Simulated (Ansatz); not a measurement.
# Trial inputs on Hg

The reference input for Ansatz (plane-wave DFT with PAW):

```yaml
crystal:
  lattice:
    - [0.0, 2.3919113801, 2.3919113801]
    - [2.3919113801, 0.0, 2.3919113801]
    - [2.3919113801, 2.3919113801, 0.0]
  atoms:
    - { symbol: Hg, position: [0.0, 0.0, 0.0] }
basis:
  ecutwfc: 420
kpoints:
  mp_grid: { grid: [8, 8, 8] }
hamiltonian:
  xc: pbe
scf:
  occupations: { method: gaussian, width: 0.1 }
output:
  forces: true
  stress: true
  eigenvalues: true
```

Command:

```bash
ansatz run input.yaml --threads 1 --pin off --max-ram 1331MiB --backend cpu --events-out ev --progress --plain --runs-dir out
```

The run converges in 6 SCF iterations on 29 irreducible k-points: pressure 1.78 GPa, no gap.

The inputs are trials, many of them unsound on purpose. Their numbers show the effect of the settings and aren't properties of the material. Each trial's input is given as a difference from the reference's; energies are extrapolated to zero smearing where there is one, and pressure is positive in compression. Charged cells sit in a uniform background, and their pressures hang on that convention.

Trial 1:

```diff
 crystal:
+  symmetry: { space_group: 225 }
 basis:
-  ecutwfc: 420
+  ecutwfc: 60
 scf:
+  eigensolver: { real_solve: false }
+  convergence: { dr2_threshold: "1e-2 eV" }
+  max_iter: 94
```

The program refuses the input:

```text
Error: YAML parse error: error: line 8 column 15: unknown field `space_group`, expected one of detect, time_reversal, analysis, tolerance, snap_tolerance, spin_inversion_symmetry
```

Next try, with these keys changed back:

```diff
 crystal:
-  symmetry: { space_group: 225 }
```

The run converges in 6 SCF iterations on 29 irreducible k-points: energy 773 eV per atom above the reference, pressure -269 GPa (unreliable at so low a cutoff), gap on the sampled k-points 0.08 eV (the reference is a metal, so it comes from the sampling or the changed settings). It warns that the cutoff lies under the recommended one, 420 eV for these potentials; that the SCF threshold is loose for the forces; that the SCF threshold is loose for the stress.

Trial 2 (volume scaled):

```diff
 crystal:
   lattice:
-    - [0.0, 2.3919113801, 2.3919113801]
-    - [2.3919113801, 0.0, 2.3919113801]
-    - [2.3919113801, 2.3919113801, 0.0]
+    - [0.0, 2.3685623871, 2.3685623871]
+    - [2.3685623871, 0.0, 2.3685623871]
+    - [2.3685623871, 2.3685623871, 0.0]
 kpoints:
-  mp_grid: { grid: [8, 8, 8] }
+  mp_grid: { grid: [2, 9, 5] }
 scf:
+  n_extra_bands: 12
```

The run converges in 6 SCF iterations on 46 irreducible k-points: energy 254 meV per atom above the reference, pressure 2.54 GPa, no gap. It warns that the mesh lowers the symmetry.

Trial 3 (volume scaled):

```diff
 crystal:
   lattice:
-    - [0.0, 2.3919113801, 2.3919113801]
-    - [2.3919113801, 0.0, 2.3919113801]
-    - [2.3919113801, 2.3919113801, 0.0]
+    - [0.0, 2.37504941, 2.37504941]
+    - [2.37504941, 0.0, 2.37504941]
+    - [2.37504941, 2.37504941, 0.0]
 kpoints:
-  mp_grid: { grid: [8, 8, 8] }
+  mp_grid: { grid: [2, 2, 2], shift: [0.5, 0.5, 0.5] }
 hamiltonian:
-  xc: pbe
+  xc: lda
+  dispersion: d3bjatm
 scf:
+  mixing: { algorithm: broyden }
+  max_iter: 60
+magnetization:
+  spin_polarized: true
```

The run converges in 7 SCF iterations on 2 irreducible k-points: pressure -8.15 GPa, gap on the sampled k-points 4.09 eV (the reference is a metal, so it comes from the sampling or the changed settings), cell moment 0.00 μB. It warns that the dispersion damping is borrowed from another functional; that no starting moments were given; that the state wasn't tested for a lower one; that the mesh lowers the symmetry.

Trial 4:

```diff
+total_charge: 0.5
 kpoints:
-  mp_grid: { grid: [8, 8, 8] }
+  mp_grid: { grid: [4, 4, 4] }
 scf:
+  mixing: { algorithm: msr1 }
+  initial_density: { chi_scale: 0, normalization: atom }
+  max_iter: 50
```

The run converges in 7 SCF iterations on 8 irreducible k-points: pressure -4.86 GPa (with the neutralising background of the charged cell), no gap.

Trial 5:

```diff
 hamiltonian:
-  xc: pbe
+  xc: pbesol
 scf:
-  occupations: { method: gaussian, width: 0.1 }
+  occupations: { method: marzari }
+  sigma: 0.05
+  max_iter: 96
 output:
-  stress: true
+  stress: false
```

The program refuses the input:

```text
Error: YAML parse error: error: line 15 column 26: unknown occupation method `marzari` (expected fermi_dirac | gaussian | methfessel_paxton | cold | fixed | tetrahedron | tetrahedron_uncorrected | explicit)
```

Next try, with these keys changed back:

```diff
 scf:
-  occupations: { method: marzari }
+  occupations: { method: gaussian, width: 0.1 }
```

The program refuses the input:

```text
Error: YAML parse error: error: line 16 column 3: unknown field `sigma`, expected one of max_iter, algorithm, n_extra_bands, self_checks, convergence, lower_state_search, omitted_lower_state_checks, lower_solution_reach, mixing, occupations, eigensolver, initial_density, exx
```

Next try, without the unknown key:

```diff
 scf:
-  sigma: 0.05
```

The run converges in 6 SCF iterations on 29 irreducible k-points: no gap.

Trial 6:

```diff
+total_charge: 0.25
 kpoints:
-  mp_grid: { grid: [8, 8, 8] }
+  mp_grid: { kspacing: 1.1 }
 output:
+  populations: true
+relax:
+  adjacent_minimum: "off"
+  f_tol: 0.02
+  max_steps: 10
```

The relaxation ends after 1 step and 7 SCF iterations, 0.00 meV per atom in free energy under its start, at 27.37 Å³/atom: pressure -3.00 GPa (with the neutralising background of the charged cell), no gap. It warns that the SCF threshold is loose for the stress.